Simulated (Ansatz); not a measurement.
Rutile GeO₂ was calculated with G0W0@PBE in Ansatz (hard PAW, contour deformation).

The same calculation (at the measured cell, 9.262 Å³/atom) with different numerical settings; throughout: k mesh 2×2×2:

```csv
run,response cutoff (eV),empty bands,quasiparticle gap on the mesh (eV),quasiparticle gap at Γ (eV),rough time
1,100,232,3.487,3.487,40 core-s
2,150,426,3.580,3.580,90 core-s
3,200,656,3.639,3.639,4 core-min
4,250,916,3.674,3.674,9 core-min
5,300,1205,3.689,3.689,20 core-min
6,400,1855,3.706,3.706,40 core-min
7,500,2592,___,___,70 core-min
```

**Question.** Some entries are withheld; supply them.

**Answer.** 
- 7, quasiparticle gap on the mesh (eV): 3.716
- 7, quasiparticle gap at Γ (eV): 3.716

In the column quasiparticle gap on the mesh (eV) the first row differs from the last by -0.229 and the next to last by -0.010.

The last row is no converged limit: other settings stay fixed.

Spin–orbit coupling is not included.

Note: filled d or f shells below the valence bands can shift G0W0 gaps through exchange with them, which wasn't tested here.

Ansatz is an electronic-structure program.
